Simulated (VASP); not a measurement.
# TiC (Fm-3m) in VASP: further runs

The runs below take TiC through relaxation of cell and atoms, with LDA, RPBE, PBE.

Program: VASP 6.6.1. These are calculated values, not measurements. Logs are shortened: lines on timing, memory, paths and dates and some standing lists are left out, and cuts for length are marked.

### 1 Starting point

It takes space group Fm-3m (No. 225, cubic). The conventional cell has a = 4.319 Å, b = 4.319 Å, c = 4.319 Å, α = 90.00°, β = 90.00°, γ = 90.00°. Around Ti (site symmetry m-3m) lie 6 C at 2.16 Å. C (site symmetry m-3m) has 6 Ti at 2.16 Å as nearest neighbours.

### 2 Relaxation of cell and atoms, LDA

Input file INCAR:

```
SYSTEM = TiC
PREC = Accurate
ENCUT = 600
EDIFF = 1E-6
ISMEAR = 1
SIGMA = 0.1
LREAL = .FALSE.
LASPH = .TRUE.
NELM = 80
ALGO = Normal
ISIF = 3
LWAVE = .FALSE.
LCHARG = .FALSE.
GGA = CA
IBRION = 2
NSW = 90
EDIFFG = -0.01
KPAR = 2
```

Input file KPOINTS:

```
regular mesh
0
G
  14 14 14
  0 0 0
```

Input file POSCAR:

```
TiC
1.0
    0.0000000000      2.1593000000      2.1593000000
    2.1593000000      0.0000000000      2.1593000000
    2.1593000000      2.1593000000      0.0000000000
Ti C
1 1
Direct
    0.0000000000      0.0000000000      0.0000000000
    0.5000000000      0.5000000000      0.5000000000
```

Potentials or basis: VASP PAW LDA potentials, release 64 (Ti_sv, C).

On the command line:

```console
cat potpaw_LDA.64/Ti_sv/POTCAR potpaw_LDA.64/C/POTCAR > POTCAR
mpirun -np 2 vasp_std > vasp.out
```

OUTCAR:

```text
SYSTEM = TiC
   PREC = Accurate
   ENCUT = 600
   EDIFF = 1E-6
   ISMEAR = 1
   LREAL = .FALSE.
   LASPH = .TRUE.
   NELM = 80
   ISIF = 3
   GGA = CA
   IBRION = 2
   NSW = 90
   EDIFFG = -0.01

 ion  position               nearest neighbor table
   1  0.000  0.000  0.000-   2 2.16   2 2.16   2 2.16   2 2.16   2 2.16   2 2.16
   2  0.500  0.500  0.500-   1 2.16   1 2.16   1 2.16   1 2.16   1 2.16   1 2.16

  LATTYP: Found a face centered cubic cell.
 ALAT       =     4.3186000000

  Lattice vectors:

 A1 = (   0.0000000000,   2.1593000000,   2.1593000000)
 A2 = (   2.1593000000,   0.0000000000,   2.1593000000)
 A3 = (   2.1593000000,   2.1593000000,   0.0000000000)

Analysis of symmetry for initial positions (statically):
=====================================================================
 Subroutine PRICEL returns:
 Original cell was already a primitive cell.

 Routine SETGRP: Setting up the symmetry group for a
 face centered cubic supercell.

 Subroutine GETGRP returns: Found 48 space group operations
 (whereof 48 operations were pure point group operations)
 out of a pool of 48 trial point group operations.

The static configuration has the point symmetry O_h .

Analysis of symmetry for dynamics (positions and initial velocities):
=====================================================================
 Subroutine PRICEL returns:
 Original cell was already a primitive cell.

 Routine SETGRP: Setting up the symmetry group for a
 face centered cubic supercell.

 Subroutine GETGRP returns: Found 48 space group operations
 (whereof 48 operations were pure point group operations)
 out of a pool of 48 trial point group operations.

The dynamic configuration has the point symmetry O_h .

 Subroutine INISYM returns: Found 48 space group operations
 (whereof 48 operations are pure point group operations),
 and found     1 'primitive' translations

----------------------------------------------------------------------------------------

                                     Primitive cell

  volume of cell :      20.1358

  direct lattice vectors                    reciprocal lattice vectors
     0.000000000  2.159300000  2.159300000    -0.231556523  0.231556523  0.231556523
     2.159300000  0.000000000  2.159300000     0.231556523 -0.231556523  0.231556523
     2.159300000  2.159300000  0.000000000     0.231556523  0.231556523 -0.231556523

  length of vectors
     3.053711345  3.053711345  3.053711345     0.401067663  0.401067663  0.401067663

  position of ions in fractional coordinates (direct lattice)
     0.000000000  0.000000000  0.000000000
     0.500000000  0.500000000  0.500000000

  ion indices of the primitive-cell ions
   primitive index   ion index
                 1           1
                 2           2

----------------------------------------------------------------------------------------

 KPOINTS: regular mesh

Automatic generation of k-mesh.
 Grid dimensions read from file:
 generate k-points for:   14   14   14

 Generating k-lattice:

  Cartesian coordinates                     Fractional coordinates (reciprocal lattice)
    -0.016539752  0.016539752  0.016539752     0.071428571  0.000000000  0.000000000
     0.016539752 -0.016539752  0.016539752     0.000000000  0.071428571  0.000000000
     0.016539752  0.016539752 -0.016539752     0.000000000  0.000000000  0.071428571

  Length of vectors
     0.028647690  0.028647690  0.028647690

  Shift w.r.t. Gamma in fractional coordinates (k-lattice)
     0.000000000  0.000000000  0.000000000

 Subroutine IBZKPT returns following result:
 ===========================================

 Found    104 irreducible k-points:

 Following reciprocal coordinates:
            Coordinates               Weight
  0.000000  0.000000  0.000000      1.000000
  0.071429  0.000000  0.000000      8.000000
  0.142857  0.000000  0.000000      8.000000
  0.214286  0.000000  0.000000      8.000000
  0.285714  0.000000  0.000000      8.000000
  0.357143  0.000000  0.000000      8.000000
[... 16 lines left out ...]
  0.214286  0.142857  0.000000     24.000000
  0.285714  0.142857  0.000000     24.000000
 [... further k-points ...]
   k-points           NKPTS =    104   k-points in BZ     NKDIM =    104   number of bands    NBANDS=     12
   number of dos      NEDOS =    301   number of ions     NIONS =      2
   total plane-waves  NPLWV =  13824
   dimension x,y,z NGX =    24 NGY =   24 NGZ =   24
   dimension x,y,z NGXF=    48 NGYF=   48 NGZF=   48
   ions per type =               1   1
   NGX,Y,Z   is equivalent  to a cutoff of  13.07, 13.07, 13.07 a.u.
   NGXF,Y,Z  is equivalent  to a cutoff of  26.13, 26.13, 26.13 a.u.
 SYSTEM =  TiC
   PREC   = accura    normal or accurate (medium, high low for compatibility)
   ISTART =      0    job   : 0-new  1-cont  2-samecut
   ICHARG =      2    charge: 1-file 2-atom 10-const
   ISPIN  =      1    spin polarized calculation?
   LNONCOLLINEAR =      F non collinear calculations
   LSORBIT =      F    spin-orbit coupling
   LASPH  =      T    aspherical Exc in radial PAW
   ENCUT  =  600.0 eV  44.10 Ry    6.64 a.u.   6.10  6.10  6.10*2*pi/ulx,y,z
   NELM   =     80;   NELMIN=  2; NELMDL= -5     # of ELM steps
   EDIFF  = 0.1E-05   stopping-criterion for ELM
   LREAL  =      F    real-space projection
   EDIFFG = -.1E-01   stopping-criterion for IOM
   NSW    =     90    number of steps for IOM
   IBRION =      2    ionic relax: 0-MD 1-quasi-New 2-CG
   NFREE  =      1    steps in history (QN), initial steepest desc. (CG)
   ISIF   =      3    stress and relaxation
   ISYM   =      2    0-nonsym 1-usesym 2-fastsym
   POTIM  = 0.5000    time-step for ionic-motion
   TEBEG  =    0.0;   TEEND  =   0.0 temperature during run
   PSTRESS=    0.0 pullay stress
   NELECT =      16.0000    total number of electrons
   NUPDOWN=      -1.0000    fix difference up-down
   EMIN   =  10.00;   EMAX   =-10.00  energy-range for DOS
   EFERMI =   0.00;   METHOD = LEGACY
   ISMEAR =     1;   SIGMA  =   0.10  broadening in eV -4-tet -1-fermi 0-gaus
   EFERMI_NEDOS =   21; number of points for ismear=-14 and -15
   IALGO  =     38    algorithm
   IMIX   =      4    mixing-type and parameters
     AMIX     =   0.40;   BMIX     =  1.00
     AMIX_MAG =   1.60;   BMIX_MAG =  1.00
  volume/ion in A,a.u.               =      10.07        67.94
  Fermi-wavevector in a.u.,A,eV,Ry     =   1.516323  2.865436 31.283015  2.299237
  Thomas-Fermi vector in A             =   2.625728
   LORBIT       =      0    0 simple, 1 ext, 2 COOP (PROOUT), +10 PAW based schemes
   GGA     = CA    functional components
   LHFCALC =     F    Hartree Fock is set to
   AEXX    =    0.0000 exact exchange contribution
   IVDW    =     0    specifies the selected vdW correction
   LEPSILON=     F    determine dielectric tensor
   LRPA    =     F    only Hartree local field effects (RPA)
 conjugate gradient relaxation of ions
 non-spin polarized calculation
 Methfessel and Paxton  Order N= 1 SIGMA  =   0.10
  energy-cutoff  :      600.00
  volume of cell :       20.14
 maximum number of plane-waves:       692
   NGX = 13   NGY = 13   NGZ = 13

--------------------------------------- Ionic step        1  -------------------------------------------

 number of electron      16.0000002 magnetization

 Free energy of the ion-electron system (eV)
  ---------------------------------------------------
  ext. energy  EPLUGINS =         0.00000000
  ---------------------------------------------------
  free energy    TOTEN  =       -20.51619318 eV

  energy without entropy =      -20.51620908  energy(sigma->0) =      -20.51619848

------------------------ aborting loop because EDIFF is reached ----------------------------------------

  FORCE on cell =-STRESS in cart. coord.  units (eV):
  Direction    XX          YY          ZZ          XY          YZ          ZX
  --------------------------------------------------------------------------------------
  -------------------------------------------------------------------------------------
  Total       -1.2504071     -1.2504071     -1.2504071      0.0000000      0.0000000      0.0000000
  in kB      -99.4931194    -99.4931194    -99.4931194      0.0000000      0.0000000      0.0000000
  external PRESSURE =     -99.4931194 kB  Pullay stress =       0.0000000 kB
[... 21 lines left out ...]
  energy  without entropy=      -20.5162090842  energy(sigma->0) =      -20.51619848

--------------------------------------- Ionic step        2  -------------------------------------------

 number of electron      15.9999996 magnetization

 E-fermi :  10.4831     XC(G=0): -13.5019

 val. band max:       10.4616077641   @ k =   0.3571   0.2857   0.0000
 cond. band min:      10.5100892470   @ k =   0.1429   0.1429   0.0000
 fundamental gap:      0.0484814829
 Fermi energy:        10.4831497683

 k-point     1 :       0.0000    0.0000    0.0000
  band No.  band energies     occupation
      1     -45.1269      2.00000
      2     -21.4635      2.00000
      3     -21.4635      2.00000
      4     -21.4635      2.00000
      5      -2.1884      2.00000
      6      11.1306     -0.00000
      7      11.1306     -0.00000
      8      11.1306     -0.00000
      9      12.2927     -0.00000
     10      12.2927     -0.00000
     11      12.2927     -0.00000
     12      12.4021     -0.00000
[... 378 lines left out ...]
  energy  without entropy=      -20.4901379496  energy(sigma->0) =      -20.49032048

--------------------------------------- Ionic step        3  -------------------------------------------

 number of electron      16.0000003 magnetization

 Free energy of the ion-electron system (eV)
  ---------------------------------------------------
  ext. energy  EPLUGINS =         0.00000000
  ---------------------------------------------------
  free energy    TOTEN  =       -20.54052108 eV

  energy without entropy =      -20.54043571  energy(sigma->0) =      -20.54049262

 E-fermi :   9.7987     XC(G=0): -13.2184

 val. band max:        9.7829822199   @ k =   0.3571   0.2857   0.0000
 cond. band min:       9.8313187151   @ k =   0.5000   0.5000   0.0000
 fundamental gap:      0.0483364952
 Fermi energy:         9.7987209052

 k-point     1 :       0.0000    0.0000    0.0000
  band No.  band energies     occupation
      1     -45.9512      2.00000
      2     -22.3294      2.00000
      3     -22.3294      2.00000
      4     -22.3294      2.00000
      5      -2.6250      2.00000
      6      10.4413     -0.00000
      7      10.4413     -0.00000
      8      10.4413     -0.00000
      9      11.5459     -0.00000
     10      11.5459     -0.00000
     11      11.5459     -0.00000
     12      11.6082     -0.00000
[... 374 lines left out ...]
  FREE ENERGIE OF THE ION-ELECTRON SYSTEM (eV)
  ---------------------------------------------------
  free  energy   TOTEN  =       -20.5405210771 eV

  energy  without entropy=      -20.5404357071  energy(sigma->0) =      -20.54049262

 reached required accuracy - stopping structural energy minimisation
```

Run time: 21 s. Hardware: 2 MPI ranks of Intel Xeon 6975P-C (Granite Rapids), shared host; peak memory 0.15 GiB.

Results:

```
Free energy                            : -20.5405 eV
Relaxed volume                         : 9.69 Å³/atom
Relaxed cell                           : a = 3.015 Å, b = 3.015 Å, c = 3.015 Å, α = 60.00°, β = 60.00°, γ = 60.00°
Space group after relaxing (to 0.05 Å) : Fm-3m (No. 225)
Energy gained by relaxing              : 12.2 meV/atom
Ionic steps                            : 3
Pressure after relaxing                : -0.1 GPa
Band gap on the k mesh                 : none (metal or under the smearing width)
```

Step by step:
```tsv
step	energy change (eV)	largest force (eV/Å)	pressure (GPa)	volume (Å³)
1	0.0000	0.0000	-9.95	20.14
2	0.0258	0.0000	16.62	18.37
3	-0.0243	0.0000	-0.14	19.39
```

Final structure:
```
Ti C
1.0
     0.00000    2.13221    2.13221
     2.13221    0.00000    2.13221
     2.13221    2.13221    0.00000
Ti C
1 1
Direct
  0.00000 0.00000 0.00000
  0.50000 0.50000 0.50000
```

### 3 Relaxation of cell and atoms, LDA

This run uses another cell than the first one, of 9.69 Å³/atom, 0.963 times its volume.

INCAR: that of step 2 with these lines changed.

```diff
@@ -3,3 +3,3 @@
 ENCUT = 600
-EDIFF = 1E-6
+EDIFF = 1E-7
 ISMEAR = 1
@@ -16,3 +16,3 @@
 NSW = 90
-EDIFFG = -0.01
+EDIFFG = -0.005
 KPAR = 2
```

KPOINTS is that of step 2.

Input file POSCAR:

```
TiC                                     
1.0
    0.0000000000      2.1322136931      2.1322136931
    2.1322136931      0.0000000000      2.1322136931
    2.1322136931      2.1322136931      0.0000000000
  Ti              C             
     1     1
Direct
     0.0000000000000000    0.0000000000000000    0.0000000000000000
     0.5000000000000000    0.5000000000000000    0.5000000000000000
```

Potentials or basis: VASP PAW LDA potentials, release 64 (Ti_sv, C).

On the command line:

```console
cat potpaw_LDA.64/Ti_sv/POTCAR potpaw_LDA.64/C/POTCAR > POTCAR
mpirun -np 2 vasp_std > vasp.out
```

Run time: 15 s. Hardware: 2 MPI ranks of Intel Xeon 6975P-C (Granite Rapids), shared host; peak memory 0.14 GiB.

The run converged. Its results:

- Free energy: -20.5394 eV
- Relaxed volume: 9.69 Å³/atom
- Relaxed cell: a = 3.015 Å, b = 3.015 Å, c = 3.015 Å, α = 60.00°, β = 60.00°, γ = 60.00°
- Space group after relaxing (to 0.05 Å): Fm-3m (No. 225)
- Energy gained by relaxing: 0.0 meV/atom
- Ionic steps: 3
- Pressure after relaxing: 0.0 GPa
- Band gap on the k mesh: none (metal or under the smearing width)

Final structure:
```yaml
crystal:
  lattice:
    - [0.00000, 2.13191, 2.13191]
    - [2.13191, 0.00000, 2.13191]
    - [2.13191, 2.13191, 0.00000]
  atoms:
    - { symbol: Ti, position: [0.00000, 0.00000, 0.00000] }
    - { symbol: C, position: [0.50000, 0.50000, 0.50000] }
```

Levels at points of the mesh, in eV from the Fermi level:
| k point | band 4 | band 5 | band 6 | band 7 | band 8 | band 9 | band 10 | band 11 | band 12 |
| --- | --- | --- | --- | --- | --- | --- | --- | --- | --- |
| (0.00, 0.00, 0.00) | -32.13 | -12.43 | 0.64 | 0.64 | 0.64 | 1.75 | 1.75 | 1.75 | 1.81 |
| (0.50, 0.00, 0.00) | -32.18 | -8.66 | -6.04 | -3.05 | -3.05 | 3.06 | 3.06 | 4.34 | 8.54 |
| (0.50, 0.50, 0.00) | -32.33 | -10.11 | -3.40 | -1.82 | 0.03 | 0.03 | 2.89 | 3.70 | 3.70 |

(Part 1 of 3 ends here.)
